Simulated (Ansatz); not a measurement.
# BP (honeycomb monolayer): converging the G0W0 gap

Aim: see how the G0W0 gap of BP (honeycomb monolayer) on PBE moves with empty bands and screening cutoff, and what each rung costs.

Program: Ansatz 0.2.0. Level of theory: G0W0 on PBE, plane waves, PAW. Results are calculated unless marked as measured.

### 1. Set-up

The cell holds 2 atoms: 1 B and 1 P. Cell: a = 3.206 Å, b = 3.206 Å, c = 23.200 Å, α = 90.0°, β = 90.0°, γ = 120.0°. Vacuum lies along c.

Coordinates:

```cif
data_structure
_symmetry_space_group_name_H-M 'P 1'
_symmetry_Int_Tables_number 1
_cell_length_a 3.2060
_cell_length_b 3.2060
_cell_length_c 23.2000
_cell_angle_alpha 90.000
_cell_angle_beta 90.000
_cell_angle_gamma 120.000
_cell_volume 206.51
loop_
_atom_site_label
_atom_site_type_symbol
_atom_site_fract_x
_atom_site_fract_y
_atom_site_fract_z
_atom_site_occupancy
B1 B 0.33333 0.66667 0.50000 1
P2 P 0.66667 0.33333 0.50000 1
```

The structure was relaxed with PBE-D3(BJ). The runs that relaxed it are not among those shown. The default PAW set here is soft_2. Its files were made with PBE. The Coulomb interaction is cut off across the vacuum.

### 2. 101 empty bands, screening to 36 eV

Now the one-shot GW correction: screening in the RPA, then the self-energy of the levels asked for.

Contents of input.yaml:

```yaml
crystal:
  lattice:
    - [3.2060153486, 0.0, 0.0]
    - [-1.6030076743, 2.7764907368, 0.0]
    - [0.0, 0.0, 23.2]
  atoms:
    - { symbol: B, position: [0.3333333333, 0.6666666667, 0.5] }
    - { symbol: P, position: [0.6666666667, 0.3333333333, 0.5] }
  periodic: [true, true, false]
kpoints:
  mp_grid: { grid: [6, 6, 1] }
hamiltonian:
  xc: pbe
scf:
  occupations: { method: fixed }
gw:
  n_empty_bands: 101
  ecut_chi: 36
  qp_bands: [v2, c2]
  qp_kpoints: band_edges
  screening: { model: contour_deformation }
```

Started as:

```sh
$ ansatz run input.yaml --threads 4 --pin off --max-ram 17510MiB --backend cpu --events-out ev --progress --plain --runs-dir out
```

Numbers of over 12 decimals in the logs are rounded to 6 here.

What it wrote:

```text
Engine: ansatz 0.2.0, aarch64-unknown-linux-gnu
Pseudopotentials: kind: paw
Pseudopotential: B, paw, valence charge 3, recommended cutoff 420 eV (normal), B.paw.azcp
Pseudopotential: P, paw, valence charge 5, recommended cutoff 420 eV (normal), P.paw.azcp
Functional definition: PBE
  parameter kappa = 0.804
  parameter beta = 0.066725
  exchange = pbe_x(kappa = kappa, mu = beta*pi^2/3)
  correlation = pbe_c(beta = beta)
Crystal: 2 atoms, lattice volume = 206.514 Å³
Basis set: ecut = 420 eV, 4085 PW (Γ)
Bands: 8, of which v1, the nominal top of the filled ones, is band 4 counted from 1 (3 counted from 0)
Symmetry: 12 space group operations
Space group: P-6m2 (ITA 187), of the structure as read, at distance tolerance 5.9e-5 Å
k-points: 7 of 36 (time reversal used)
Non-local potential: B, projectors of the file, l = 0: 2, l = 1: 2, l = 2: 1
Non-local potential: P, projectors of the file, l = 0: 2, l = 1: 2, l = 2: 2
PAW form: soft (Blöchl's): semilocal exchange-correlation on the pseudo side does not see the compensation charge
PAW one-centre angular grid: B, 110 points (default); XC on 64 Gauss nodes
PAW one-centre angular grid: P, 110 points (default); XC on 64 Gauss nodes
Initial density: superposition of atomic densities (neutral atoms: chi_scale 0, normalization atom), corrected by the library's trained network
Initial wavefunctions: pseudopotential atomic-orbital guess
Functional: x = pbe(κ = 0.804, μ = 0.219515), c = pbe(β = 0.066725)
SCF iter   1: F=—  HF=-911.670449 eV  |F-HF|=—  |Δ(HF+E_count)|=         —  Δρ=6.71e-4  dr2=9.72e-4  ethr=1.77e-3  ⟨swp⟩=6.9  Hψ=477  notcnv=0  defer=13
preconditioner: auto → none  [insulator: Δε(μ)=0.857 eV  Ē_g=11.243 eV  n_scr=10 (ndim 8)  ℏωp=7.3 eV  f_vac=0.779  ε∞_Penn≈1.4]
SCF iter   2: F=—  HF=-911.671810 eV  |F-HF|=—  |Δ(HF+E_count)|=   1.36e-3  Δρ=3.10e-4  dr2=1.95e-4  ethr=1.21e-5  ⟨swp⟩=4.4  Hψ=201  notcnv=0  defer=13
SCF iter   3: F=—  HF=-911.672205 eV  |F-HF|=—  |Δ(HF+E_count)|=   3.95e-4  Δρ=8.47e-5  dr2=1.46e-5  ethr=2.43e-6  ⟨swp⟩=3.0  Hψ=100  notcnv=0  defer=13
SCF iter   4: F=—  HF=-911.672225 eV  |F-HF|=—  |Δ(HF+E_count)|=   2.00e-5  Δρ=2.17e-5  dr2=1.16e-6  ethr=1.83e-7  ⟨swp⟩=2.9  Hψ=108  notcnv=0  defer=13
SCF iter   5: F=—  HF=-911.672227 eV  |F-HF|=—  |Δ(HF+E_count)|=   1.80e-6  Δρ=1.27e-5  dr2=4.67e-7  ethr=1.45e-8  ⟨swp⟩=2.7  Hψ=99  notcnv=0  defer=13
SCF iter   6: F=-911.672227 eV  HF=-911.672227 eV  |F-HF|=1.73e-8  |Δ(HF+E_count)|=   2.93e-8  Δρ=3.74e-6  dr2=3.83e-8  ethr=1.25e-9  ⟨swp⟩=11.0  Hψ=498  notcnv=0
SCF 1 converged in 6 iterations: F = -911.672227 eV  dr2 = 3.83e-8
  greatest PAW one-centre occupation: 0.776 electrons in one spin orbital (limit 2), on the P atom at site 1 (counted from 0), in its partial waves of l = 0
NSCF: frozen V_eff on 7 k-points
G₀W₀ screening: q 1/7
[... further progress lines ...]
SCF converged after 6 iterations
Free energy (F): -911.672227 eV
Harris-Foulkes:  -911.672227 eV  (|F-HF|=1.73e-8)
Internal energy: -911.672227 eV  (E = F + TS)
E sigma→0 (E₀):  -911.672227 eV
Fermi energy:    -5.103517 eV
--- Per-component energies (eV) ---
  E_band       = -89.139948
  E_kinetic    = 118.761948
  E_local      = -3446.611840  (includes V_loc(G=0)·N_el)
  E_nonlocal   = 46.003081
  E_hartree    = 1650.542116
  E_xc         = -93.103697
  E_vxc        = -98.038576  (∫ρ·V_xc dr)
  E_paw        = -648.108667  (= ΣΔE_a)
  E_vpaw       = -10.336635  (= ΣTr[D̂ρ^β])
  E_aug_tail   = 0.000000  (compensation charges beyond the density's cutoff)
  E_ewald      = 1460.844833
  E_smearing   = -0.000000  (= −TS)
  E_closure    = -0.000000  (closes the sum)
  Σ components = -911.672227   (vs F -911.672227, Δ=0.00e0)
--- Band table (eV; the first three rows and the last of 7) ---
  k-point 0: bands = ["-18.8282", "-9.2783", "-6.7733", "-6.7733", "-1.3633 (-1.3634°)", "-0.4443", "-0.4443", "-0.2327"]
  k-point 1: bands = ["-18.4073", "-8.8206", "-8.5734", "-7.4521", "-1.1505 (-1.1505°)", "-0.7530 (-0.7531°)", "0.2950", "1.0287"]
  k-point 2: bands = ["-17.2108", "-11.5815", "-8.3992", "-7.5117", "-1.9298", "-1.5737", "0.7226", "1.8866"]
  k-point 6: bands = ["-15.3757", "-13.0435", "-11.4059", "-5.1035", "-4.2295", "1.2637", "2.1860", "3.3495"]
  ° read free of the cell's end (the report's vacuum.weakly_bound_levels)
--- G₀W₀: contour deformation, 6 samples at zero and on the imaginary axis and 2 off it, 36 q-points, 101 empty bands' worth ---
  eigenvalues of the whole cell's RPA ε∞ on this k-mesh (on a slab, of 1 + 4πα/V) = 1.1059, 7.5211, 7.5211; static W/v taken at q = 0 is 0.379312
  gw.qp_kpoints: band_edges: 5 of 7 stored k-points solved, in 1 pass; an edge of the gap read off the rows below is read off those points alone
    valence top: of the k-points left out ik 5 came nearest to being solved in a further pass, in band 4 (counted from 1, as in the quasiparticle table): it holds the edge there only if its correction is more favourable than any solved in that band by at least 1.190 eV; those differ by 0.183 eV
    conduction bottom: of the k-points left out ik 5 came nearest to being solved in a further pass, in band 5 (counted from 1, as in the quasiparticle table): it holds the edge there only if its correction is more favourable than any solved in that band by at least 0.678 eV; those differ by 0.649 eV
  `?` marks the rows in doubt; gw_qp.tsv's column doubts and the gw_qp event give each row's grounds
    ik  band        ε_KS         Σx   Σc(E_QP)       V_xc       Z   E_QP_lin       E_QP  E_QP is
     0     3     -6.7733   -17.7767     2.7103   -15.1556  0.6198    -6.6851    -6.6840  root
     0     4     -6.7733   -17.7767     2.7103   -15.1556  0.6198    -6.6851    -6.6840  root
     0     5     -1.3633    -1.6751    -2.5202    -4.2291  0.6986    -1.3294    -1.3295  root
     0     6     -0.4443    -7.7321    -4.7516   -13.2404  0.6106     0.4756     0.3124  root ?
     1     3     -8.5734   -18.1908     3.3240   -14.8823  0.5862    -8.5578    -8.5577  root ?
     1     4     -7.4521   -17.7578     2.8947   -14.9108  0.6112    -7.4047    -7.4044  root
     1     5     -1.1505    -6.7134    -4.2499   -11.6163  0.6261    -0.3984    -0.4974  root
     1     6     -0.7530    -2.4861    -2.7828    -5.4152  0.6854    -0.6038    -0.6067  root
     2     3     -8.3992   -17.9539     3.2545   -14.6987  0.5945    -8.3998    -8.3998  root ?
     2     4     -7.5117   -14.0229     2.4993   -11.4298  0.5567    -7.6070    -7.6055  root ?
     2     5     -1.9298    -7.7195    -4.3635   -12.7658  0.6257    -1.1352    -1.2470  root ?
     2     6     -1.5737    -6.7954    -4.3986   -11.7034  0.5536    -1.0280    -1.0644  root ?
     3     3     -8.7679   -18.0613     3.4038   -14.6395  0.5932    -8.7858    -8.7857  root ?
     3     4     -6.1694   -13.6962     1.6327   -12.0261  0.6059    -6.2069    -6.2067  root
     3     5     -3.6467    -7.1435    -3.2690   -10.8954  0.6253    -3.1205    -3.1639  root
     3     6     -2.2548    -7.7612    -4.2889   -12.7145  0.6260    -1.4872    -1.5903  root ?
     6     3    -11.4059   -17.5919     4.3005   -13.2480  0.5106   -11.4497   -11.4493  root ?
     6     4     -5.1035   -13.7065     1.0016   -12.7406  0.6224    -5.0679    -5.0677  root
     6     5     -4.2295    -7.4940    -3.0173   -11.0235  0.6235    -3.6665    -3.7174  root
     6     6      1.2637    -3.4281    -4.0366    -7.7917  0.7033     1.6066     1.5907  root
```

Run time: 7.9 s. Hardware: 4 threads of Arm Neoverse V2, shared host; peak memory 0.67 GiB; 28 s of CPU time.

This step gave:

| Quantity | Value |
| --- | --- |
| bands summed | 105 |
| plane waves in the screening matrix | 113 |
| q-points in the mesh | 36 |
| G0W0 gap on the mesh | 1.350 eV |
| k of the valence top | 0.3333, 0.3333, 0 |
| k of the conduction bottom | 0.3333, 0.3333, 0 |
| starting gap on the mesh | 0.8740 eV |
| Z at the valence top | 0.6224 |
| Z at the conduction bottom | 0.6235 |
| least direct G0W0 gap on the computed points | 1.350 eV |

The gap on the mesh goes from 0.87 eV to 1.35 eV, a correction of +0.48 eV. Between the two edge states, bare exchange in place of the xc potential would open the gap by 4.50 eV, and correlation takes back 4.02 eV.

### 3. 245 empty bands, screening to 65 eV

Bands and screening cutoff are moved together, since each hides the error of the other.

Edit input.yaml of step 2 so:

```diff
@@ -15,5 +15,6 @@
   occupations: { method: fixed }
+  convergence: { dr2_threshold: 1.0e-10 }
 gw:
-  n_empty_bands: 101
-  ecut_chi: 36
+  n_empty_bands: 245
+  ecut_chi: 65.0
   qp_bands: [v2, c2]
```

What it wrote:

```text
[...]
Crystal: 2 atoms, lattice volume = 206.514 Å³
Basis set: ecut = 420 eV, 4085 PW (Γ)
Bands: 8, of which v1, the nominal top of the filled ones, is band 4 counted from 1 (3 counted from 0)
[... 1 set-up line as in the run before ...]
[...]
k-points: 7 of 36 (time reversal used)
[...]
SCF iter   1: F=—  HF=-911.670449 eV  |F-HF|=—  |Δ(HF+E_count)|=         —  Δρ=6.71e-4  dr2=9.72e-4  ethr=1.77e-3  ⟨swp⟩=6.9  Hψ=477  notcnv=0  defer=13
[...]
SCF iter   8: F=-911.672227 eV  HF=-911.672227 eV  |F-HF|=1.89e-11  |Δ(HF+E_count)|=  3.36e-10  Δρ=1.06e-7  dr2=2.91e-11  ethr=1.25e-12  ⟨swp⟩=11.1  Hψ=506  notcnv=0
SCF 1 converged in 8 iterations: F = -911.672227 eV  dr2 = 2.91e-11
[...]
NSCF: frozen V_eff on 7 k-points
G₀W₀ screening: q 1/7
[... further progress lines ...]
SCF converged after 8 iterations
Free energy (F): -911.672227 eV
[...]
Internal energy: -911.672227 eV  (E = F + TS)
E sigma→0 (E₀):  -911.672227 eV
Fermi energy:    -5.103497 eV
[...]
--- Band table (eV; the first three rows and the last of 7) ---
[...]
° read free of the cell's end (the report's vacuum.weakly_bound_levels)
[...]
bands read: the sum over 249 bands ends inside a degenerate multiplet in 1 slot, whose members it reads at an even weight; the widest, k=0: bands 249 to 250 (counted from 1) at 1/2 each
[...]
0     3     -6.7731   -17.7766     2.4241   -15.1557  0.6153    -6.9754    -6.9700  root
     0     4     -6.7731   -17.7766     2.4241   -15.1557  0.6153    -6.9754    -6.9700  root
     0     5     -1.3635    -1.6741    -2.5559    -4.2272  0.6979    -1.3663    -1.3663  root
     0     6     -0.4441    -7.7321    -4.9176   -13.2403  0.6066     0.2242     0.1465  root
     1     3     -8.5732   -18.1907     3.0894   -14.8823  0.5774    -8.8006    -8.7922  root ?
     1     4     -7.4519   -17.7577     2.6263   -14.9108  0.6072    -7.6799    -7.6725  root
     1     5     -1.1504    -6.7120    -4.4115   -11.6141  0.6218    -0.6133    -0.6598  root
     1     6     -0.7532    -2.4866    -2.8415    -5.4155  0.6842    -0.6649    -0.6658  root
     2     3     -8.3990   -17.9539     3.0049   -14.6988  0.5913    -8.6583    -8.6492  root ?
     2     4     -7.5116   -14.0229     2.3494   -11.4297  0.5507    -7.7671    -7.7554  root ?
     2     5     -1.9297    -7.7195    -4.5245   -12.7658  0.6209    -1.3552    -1.4080  root
     2     6     -1.5736    -6.7953    -4.6300   -11.7033  0.5436    -1.2869    -1.2956  root ?
     3     3     -8.7677   -18.0612     3.1590   -14.6396  0.5899    -9.0412    -9.0303  root ?
     3     4     -6.1693   -13.6963     1.4373   -12.0261  0.5980    -6.4107    -6.4021  root ?
     3     5     -3.6466    -7.1434    -3.4685   -10.8953  0.6204    -3.3511    -3.3632  root
     3     6     -2.2546    -7.7612    -4.4448   -12.7145  0.6177    -1.7022    -1.7461  root
     6     3    -11.4057   -17.5919     4.1331   -13.2481  0.5076   -11.6270   -11.6165  root ?
     6     4     -5.1035   -13.7066     0.7816   -12.7406  0.6161    -5.2925    -5.2880  root
     6     5     -4.2294    -7.4939    -3.2327   -11.0234  0.6183    -3.9194    -3.9325  root
     6     6      1.2638    -3.4281    -4.1954    -7.7916  0.6771     1.4339     1.4318  root
```

The job ended after 29 s (4 threads; peak memory 1.4 GiB).

Numbers from this step:

* bands summed: 249
* plane waves in the screening matrix: 235
* q-points in the mesh: 36
* G0W0 gap on the mesh: 1.356 eV
* k of the valence top: 0.3333, 0.3333, 0
* k of the conduction bottom: 0.3333, 0.3333, 0
* starting gap on the mesh: 0.8741 eV
* Z at the valence top: 0.6161
* Z at the conduction bottom: 0.6183
* least direct G0W0 gap on the computed points: 1.356 eV

Against the run with 6×6×1 mesh, 101 empty bands, screening to 36 eV, the gap moves by +0.005 eV.

### 4. Convergence and cost

Times are wall times on 4 threads of Arm Neoverse V2, shared host, good to a factor of about two.

```tsv
mesh	files	frequency	bands summed	cutoff (eV)	start (eV)	G0W0 (eV)	time	host memory (GiB)
6×6×1	default PAW	contour deformation	105	36	0.874	1.350	7.9 s	0.67
6×6×1	default PAW	contour deformation	249	65	0.874	1.356	29 s	1.4
```

The parts of the quasiparticle energy at the two band edges (eV; QP = start + Σx + Σc − Vxc):

```tsv
run	edge	start	Σx	Σc	Vxc	Z	QP
105 bands	valence top	-5.10	-13.71	1.00	-12.74	0.62	-5.07
105 bands	conduction bottom	-4.23	-7.49	-3.02	-11.02	0.62	-3.72
249 bands	valence top	-5.10	-13.71	0.78	-12.74	0.62	-5.29
249 bands	conduction bottom	-4.23	-7.49	-3.23	-11.02	0.62	-3.93
```

### 5. Summary of results

```
105 bands, 36 eV                    : 1.350 eV
249 bands, 65 eV                    : 1.356 eV
estimated limit in bands and cutoff : 1.36 eV
mesh and start                      : 6×6×1, PBE
```

A line in one over the bands through the two rungs gives 1.36 eV, +0.004 eV from the top rung; with two points alone it is an unchecked estimate. The rungs stand 0.01 eV (105 bands) and 0.00 eV (249 bands) from it. From 105 to 249 bands the gap moves by +0.01 eV while the time grows 3.7-fold. Σc changes by −0.22 eV at the valence top and −0.22 eV at the conduction bottom, so the levels themselves move more than the gap between them. The mesh in the plane is coarse for a sheet; gap and any exciton binding can still move on denser ones.

[Paths, hosts, dates, memory and timing lines, banners, echoed tables and standing remarks are left out of the program output.]

[Logs are printed without paths, hosts, clocks, repeated set-up lines and the standing remarks that a program may print on its own settings, such as how far it seeks lower states.]

[Runs of the session that timed out or met a known fault of the program may be left out.]

[Cells called generated may have been cut or substituted from an entry of the Crystallography Open Database or the Materials Project.]

[Hosts, paths, dates, database ids (printed as entryN), source tags and the programs' standing remarks are cut or masked in the printed files.]
